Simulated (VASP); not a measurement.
# FeS2 (Pnnm) in VASP: single point with HSE06

Aim: the single point of FeS2 with HSE06.

Program: VASP 6.6.1. These are calculated values, not measurements. Logs are shortened: lines on timing, memory, paths and dates and some standing lists are left out, and cuts for length are marked.

### Step 1. Starting point

Symmetry: Pnnm, No. 58, orthorhombic system. The conventional cell has a = 4.445 Å, b = 5.425 Å, c = 3.386 Å, α = 90.00°, β = 90.00°, γ = 90.00°. Around Fe (site symmetry 2/m) lie 6 S at 2.24 to 2.25 Å. S (site symmetry m) has 1 S at 2.21 Å and 3 Fe at 2.24 to 2.25 Å as nearest neighbours.

### Step 2. Single point, HSE06, collinear spin, ferromagnetic start

The input, POSCAR:

```
FeS2
1.0
    4.4445999300      0.0000000000      0.0000000000
    0.0000000000      5.4245999100      0.0000000000
    0.0000000000      0.0000000000      3.3863999500
Fe S
2 4
Direct
    0.0000000000      0.0000000000      0.0000000000
    0.5000000000      0.5000000000      0.5000000000
    0.2004000000      0.3787000000      0.0000000000
    0.7996000000      0.6213000000      0.0000000000
    0.7004000000      0.1213000000      0.5000000000
    0.2996000000      0.8787000000      0.5000000000
```

The input, INCAR.step1:

```
ALGO = Normal
EDIFF = 1E-5
ENCUT = 450
GGA = PE
ISIF = 2
ISMEAR = 0
ISPIN = 2
KPAR = 4
LASPH = T
LMAXMIX = 4
LORBIT = 11
LREAL = F
LWAVE = T
MAGMOM = 4 4 0 0 0 0
NBANDS = 33
NELM = 80
PREC = Accurate
SIGMA = 0.05
TIME = 0.4
```

The input, INCAR.step2:

```
ALGO = Damped
EDIFF = 1E-5
ENCUT = 450
GGA = PE
HFSCREEN = 0.2
ISIF = 2
ISMEAR = 0
ISPIN = 2
ISTART = 1
KPAR = 4
LASPH = T
LCHARG = F
LHFCALC = T
LMAXMIX = 4
LORBIT = 11
LREAL = F
LWAVE = F
MAGMOM = 4 4 0 0 0 0
NBANDS = 33
NELM = 80
PREC = Accurate
PRECFOCK = Fast
SIGMA = 0.05
TIME = 0.4
```

The input, KPOINTS:

```
k-points
0
Gamma
  4 3 5
```

Potentials or basis: VASP PAW PBE potentials, release 64 (Fe, S).

Run with:

```
$ cat potpaw_PBE.64/Fe/POTCAR potpaw_PBE.64/S/POTCAR > POTCAR
$ cp INCAR.step1 INCAR
$ mpirun -np 4 vasp_std > vasp.out
$ cp INCAR.step2 INCAR
$ mpirun -np 4 vasp_std > vasp.out
```

OUTCAR:

```text
EDIFF = 1E-5
   ENCUT = 450
   GGA = PE
   HFSCREEN = 0.2
   ISIF = 2
   ISMEAR = 0
   ISPIN = 2
   ISTART = 1
   LASPH = T
   LHFCALC = T
   LORBIT = 11
   LREAL = F
   NELM = 80
   PREC = Accurate
   PRECFOCK = Fast

 ion  position               nearest neighbor table
   1  0.000  0.000  0.000-   3 2.24   4 2.24   5 2.25   6 2.25   5 2.25   6 2.25
   2  0.500  0.500  0.500-   5 2.24   6 2.24   3 2.25   4 2.25   3 2.25   4 2.25
   3  0.200  0.379  0.000-   4 2.21   1 2.24   2 2.25   2 2.25
   4  0.800  0.621  0.000-   3 2.21   1 2.24   2 2.25   2 2.25
   5  0.700  0.121  0.500-   6 2.21   2 2.24   1 2.25   1 2.25
   6  0.300  0.879  0.500-   5 2.21   2 2.24   1 2.25   1 2.25

  LATTYP: Found a simple orthorhombic cell.
 ALAT       =     3.3863999500
 B/A-ratio  =     1.3124852338
 C/A-ratio  =     1.6018780977

  Lattice vectors:

 A1 = (   0.0000000000,   0.0000000000,   3.3863999500)
 A2 = (   4.4445999300,   0.0000000000,   0.0000000000)
 A3 = (   0.0000000000,   5.4245999100,   0.0000000000)

Analysis of symmetry for initial positions (statically):
=====================================================================
 Subroutine PRICEL returns:
 Original cell was already a primitive cell.

 Routine SETGRP: Setting up the symmetry group for a
 simple orthorhombic supercell.

 Subroutine GETGRP returns: Found  8 space group operations
 (whereof  4 operations were pure point group operations)
 out of a pool of  8 trial point group operations.

The static configuration has the point symmetry C_2h.
 The point group associated with its full space group is D_2h.

Analysis of symmetry for dynamics (positions and initial velocities):
=====================================================================
 Subroutine PRICEL returns:
 Original cell was already a primitive cell.

 Routine SETGRP: Setting up the symmetry group for a
 simple orthorhombic supercell.

 Subroutine GETGRP returns: Found  8 space group operations
 (whereof  4 operations were pure point group operations)
 out of a pool of  8 trial point group operations.

The dynamic configuration has the point symmetry C_2h.
 The point group associated with its full space group is D_2h.

Analysis of structural, dynamic, and magnetic symmetry:
=====================================================================
 Subroutine PRICEL returns:
 Original cell was already a primitive cell.

 Routine SETGRP: Setting up the symmetry group for a
 simple orthorhombic supercell.

 Subroutine GETGRP returns: Found  8 space group operations
 (whereof  4 operations were pure point group operations)
 out of a pool of  8 trial point group operations.

The overall configuration has the point symmetry C_2h.
 The point group associated with its full space group is D_2h.

 Subroutine INISYM returns: Found  8 space group operations
 (whereof  4 operations are pure point group operations),
 and found     1 'primitive' translations

----------------------------------------------------------------------------------------

                                     Primitive cell

  volume of cell :      81.6467

  direct lattice vectors                    reciprocal lattice vectors
     4.444599930  0.000000000  0.000000000     0.224992129  0.000000000  0.000000000
     0.000000000  5.424599910  0.000000000     0.000000000  0.184345393  0.000000000
     0.000000000  0.000000000  3.386399950     0.000000000  0.000000000  0.295298847

  length of vectors
     4.444599930  5.424599910  3.386399950     0.224992129  0.184345393  0.295298847

  position of ions in fractional coordinates (direct lattice)
     0.000000000  0.000000000  0.000000000
     0.500000000  0.500000000  0.500000000
     0.200400000  0.378700000  0.000000000
     0.799600000  0.621300000  0.000000000
     0.700400000  0.121300000  0.500000000
     0.299600000  0.878700000  0.500000000

  ion indices of the primitive-cell ions
   primitive index   ion index
                 1           1
                 2           2
                 3           3
                 4           4
                 5           5
                 6           6

----------------------------------------------------------------------------------------

 KPOINTS: k-points

Automatic generation of k-mesh.
 Grid dimensions read from file:
 generate k-points for:    4    3    5

 Generating k-lattice:

  Cartesian coordinates                     Fractional coordinates (reciprocal lattice)
     0.056248032  0.000000000  0.000000000     0.250000000  0.000000000  0.000000000
     0.000000000  0.061448464  0.000000000     0.000000000  0.333333333  0.000000000
     0.000000000  0.000000000  0.059059769     0.000000000  0.000000000  0.200000000

  Length of vectors
     0.056248032  0.061448464  0.059059769

  Shift w.r.t. Gamma in fractional coordinates (k-lattice)
     0.000000000  0.000000000  0.000000000

 Subroutine IBZKPT returns following result:
 ===========================================

 Found     18 irreducible k-points:

 Following reciprocal coordinates:
            Coordinates               Weight
  0.000000  0.000000  0.000000      1.000000
  0.250000  0.000000  0.000000      2.000000
  0.500000  0.000000  0.000000      1.000000
  0.000000  0.333333  0.000000      2.000000
  0.250000  0.333333  0.000000      4.000000
  0.500000  0.333333  0.000000      2.000000
[... 10 lines left out ...]
  0.250000  0.333333  0.400000      8.000000
  0.500000  0.333333  0.400000      4.000000
   k-points           NKPTS =     18   k-points in BZ     NKDIM =     60   number of bands    NBANDS=     33
   number of dos      NEDOS =    301   number of ions     NIONS =      6
   total plane-waves  NPLWV =  30720
   dimension x,y,z NGX =    32 NGY =   40 NGZ =   24
   dimension x,y,z NGXF=    64 NGYF=   80 NGZF=   48
   ions per type =               2   4
   NGX,Y,Z   is equivalent  to a cutoff of  11.97, 12.26, 11.78 a.u.
   NGXF,Y,Z  is equivalent  to a cutoff of  23.94, 24.52, 23.56 a.u.
 SYSTEM =  unknown system
   PREC   = accura    normal or accurate (medium, high low for compatibility)
   ISTART =      1    job   : 0-new  1-cont  2-samecut
   ICHARG =      0    charge: 1-file 2-atom 10-const
   ISPIN  =      2    spin polarized calculation?
   LNONCOLLINEAR =      F non collinear calculations
   LSORBIT =      F    spin-orbit coupling
   LASPH  =      T    aspherical Exc in radial PAW
   ENCUT  =  450.0 eV  33.07 Ry    5.75 a.u.   7.69  9.38  5.86*2*pi/ulx,y,z
   NELM   =     80;   NELMIN=  2; NELMDL=  0     # of ELM steps
   EDIFF  = 0.1E-04   stopping-criterion for ELM
   LREAL  =      F    real-space projection
   EDIFFG = 0.1E-03   stopping-criterion for IOM
   NSW    =      0    number of steps for IOM
   IBRION =     -1    ionic relax: 0-MD 1-quasi-New 2-CG
   NFREE  =      0    steps in history (QN), initial steepest desc. (CG)
   ISIF   =      2    stress and relaxation
   ISYM   =      3    0-nonsym 1-usesym 2-fastsym
   POTIM  = 0.5000    time-step for ionic-motion
   TEBEG  =    0.0;   TEEND  =   0.0 temperature during run
   PSTRESS=    0.0 pullay stress
   NELECT =      40.0000    total number of electrons
   NUPDOWN=      -1.0000    fix difference up-down
   EMIN   =  10.00;   EMAX   =-10.00  energy-range for DOS
   EFERMI =   0.00;   METHOD = LEGACY
   ISMEAR =     0;   SIGMA  =   0.05  broadening in eV -4-tet -1-fermi 0-gaus
   EFERMI_NEDOS =   21; number of points for ismear=-14 and -15
   IALGO  =     53    algorithm
   IMIX   =      4    mixing-type and parameters
     AMIX     =   0.40;   BMIX     =  1.00
     AMIX_MAG =   1.60;   BMIX_MAG =  1.00
  volume/ion in A,a.u.               =      13.61        91.83
  Fermi-wavevector in a.u.,A,eV,Ry     =   1.290571  2.438826 22.661508  1.665574
  Thomas-Fermi vector in A             =   2.422394
   LORBIT       =     11    0 simple, 1 ext, 2 COOP (PROOUT), +10 PAW based schemes
   GGA     = PE    functional components
   LHFCALC =     T    Hartree Fock is set to
   PRECFOCK=fast      Normal, Fast or Accurate (Low or Medium for compatibility)
   ENCUT4O =  -1.0   cutoff for four orbital integrals eV
   NKREDX  =     1    reduce k-point grid by
   NKREDY  =     1    reduce k-point grid by
   NKREDZ  =     1    reduce k-point grid by
   AEXX    =    0.2500 exact exchange contribution
   HFSCREEN=    0.2000 screening length (either q_TF or 0.3 A-1)
   HFSCREENC=   0.2000 screening length for correlation (either q_TF or 0.3 A-1)
   ENCUTFOCK=  -1.0 apply spherical cutoff to Coloumb kernel
   IVDW    =     0    specifies the selected vdW correction
   LEPSILON=     F    determine dielectric tensor
   LRPA    =     F    only Hartree local field effects (RPA)
 spin polarized calculation
 Gauss-broadening in eV      SIGMA  =   0.05
  energy-cutoff  :      450.00
  volume of cell :       81.65
 maximum number of plane-waves:      1784
 NGX is ok and might be reduce to    32
  NGX = 18; NGY = 24; NGZ = 14
   NGX = 15   NGY = 19   NGZ = 11

 number of electron      40.0000008 magnetization       0.0000000

 number of electron      40.0000008 magnetization      -0.0000000

 Free energy of the ion-electron system (eV)
  ---------------------------------------------------
  ext. energy  EPLUGINS =         0.00000000
  ---------------------------------------------------
  free energy    TOTEN  =       -46.52261629 eV

  energy without entropy =      -46.52261629  energy(sigma->0) =      -46.52261629

 E-fermi :   6.9731     XC(G=0):  -9.5872

 val. band max:        6.7430057738   @ k =   0.5000   0.0000   0.0000
 cond. band min:       9.1792740553   @ k =   0.0000   0.3333   0.0000
 fundamental gap:      2.4362682816
 Fermi energy:         6.9730911663

 spin component 1

 k-point     1 :       0.0000    0.0000    0.0000
  band No.  band energies     occupation
      1     -11.2461      1.00000
      2      -8.7780      1.00000
      3      -6.4547      1.00000
      4      -5.6828      1.00000
      5      -1.1587      1.00000
      6       0.5835      1.00000
[... 24 lines left out ...]
     31      16.4411      0.00000
     32      17.5209      0.00000
[... 563 lines left out ...]
      1      -9.0030      1.00000
      2      -9.0029      1.00000
      3      -6.6412      1.00000
      4      -6.6412      1.00000
      5      -0.5708      1.00000
      6      -0.5708      1.00000
[... 24 lines left out ...]
     31      16.7831      0.00000
     32      16.7831      0.00000
 Fermi energy:         6.9730911663

 spin component 2

 k-point     1 :       0.0000    0.0000    0.0000
  band No.  band energies     occupation
      1     -11.2461      1.00000
      2      -8.7780      1.00000
      3      -6.4547      1.00000
      4      -5.6828      1.00000
      5      -1.1587      1.00000
      6       0.5835      1.00000
[... 24 lines left out ...]
     31      16.4411      0.00000
     32      17.5209      0.00000
[... 563 lines left out ...]
      1      -9.0030      1.00000
      2      -9.0029      1.00000
      3      -6.6412      1.00000
      4      -6.6412      1.00000
      5      -0.5708      1.00000
      6      -0.5708      1.00000
[... 24 lines left out ...]
     31      16.7831      0.00000
     32      16.7831      0.00000
 [bands above 32 left out]

------------------------ aborting loop because EDIFF is reached ----------------------------------------

  FORCE on cell =-STRESS in cart. coord.  units (eV):
  Direction    XX          YY          ZZ          XY          YZ          ZX
  --------------------------------------------------------------------------------------
  -------------------------------------------------------------------------------------
  Total       -2.2114496     -1.1781317      0.7057535      0.0000000      0.0000000      0.0000000
  in kB      -43.3959296    -23.1188270     13.8492091      0.0000000      0.0000000      0.0000000
  external PRESSURE =     -17.5551825 kB  Pullay stress =       0.0000000 kB

 VOLUME and BASIS-vectors are now :
 -----------------------------------------------------------------------------
  energy-cutoff  :      450.00
  volume of cell :       81.65
      direct lattice vectors                 reciprocal lattice vectors
     4.444599930  0.000000000  0.000000000     0.224992129  0.000000000  0.000000000
     0.000000000  5.424599910  0.000000000     0.000000000  0.184345393  0.000000000
     0.000000000  0.000000000  3.386399950     0.000000000  0.000000000  0.295298847

 POSITION                                       TOTAL-FORCE (eV/Angst)
 -----------------------------------------------------------------------------------
      0.00000      0.00000      0.00000         0.000000     -0.000000      0.000000
      2.22230      2.71230      1.69320         0.000000     -0.000000      0.000000
      0.89070      2.05430      0.00000        -0.795598      0.491519     -0.000000
      3.55390      3.37030      0.00000         0.795598     -0.491519      0.000000
      3.11300      0.65800      1.69320        -0.795598     -0.491519     -0.000000
      1.33160      4.76660      1.69320         0.795598      0.491519      0.000000
 -----------------------------------------------------------------------------------
    total drift:                                0.000045      0.000102      0.000000

  FREE ENERGIE OF THE ION-ELECTRON SYSTEM (eV)
  ---------------------------------------------------
  free  energy   TOTEN  =       -46.5226162926 eV

  energy  without entropy=      -46.5226162926  energy(sigma->0) =      -46.52261629

 total charge

# of ion       s       p       d       tot
------------------------------------------
    1        0.437   0.665   6.521   7.623
    2        0.437   0.665   6.521   7.623
    3        1.334   2.341   0.000   3.675
    4        1.334   2.341   0.000   3.675
    5        1.334   2.341   0.000   3.675
    6        1.334   2.341   0.000   3.675
--------------------------------------------------
tot          6.210  10.694  13.042  29.946

 magnetization (x)

# of ion       s       p       d       tot
------------------------------------------
    1       -0.000   0.000   0.000   0.000
    2       -0.000   0.000   0.000   0.000
    3       -0.000   0.000   0.000   0.000
    4       -0.000   0.000   0.000   0.000
    5       -0.000   0.000   0.000   0.000
    6       -0.000   0.000   0.000   0.000
--------------------------------------------------
tot         -0.000   0.000   0.000   0.000
```

Wall time 40 min (4 MPI ranks of Intel Xeon 6975P-C (Granite Rapids), shared host); peak memory 0.38 GiB.

What came out:

| Quantity | Value |
| --- | --- |
| Free energy | -46.5226 eV |
| Pressure | -1.8 GPa |
| Largest force | 0.935 eV/Å |
| Band gap on the k mesh | 2.44 eV, indirect (least direct gap 3.01 eV) |
| Net moment | 0.00 μB per cell |
| Valence electrons inside the program's atomic spheres | Fe 7.62; S 3.67 |

Forces on the atoms (eV/Å):
```
Fe   0.000  0.000  0.000
Fe   0.000  0.000  0.000
S   -0.796  0.492  0.000
S    0.796 -0.492  0.000
S   -0.796 -0.492  0.000
S    0.796  0.492  0.000
```

Caveat: the starting moments collapsed, and a magnetic state may lie lower; the PAW data sets were made with another functional, which shifts forces and pressure a little; an odd mesh through Γ misses points on the zone boundary, where band edges often lie.
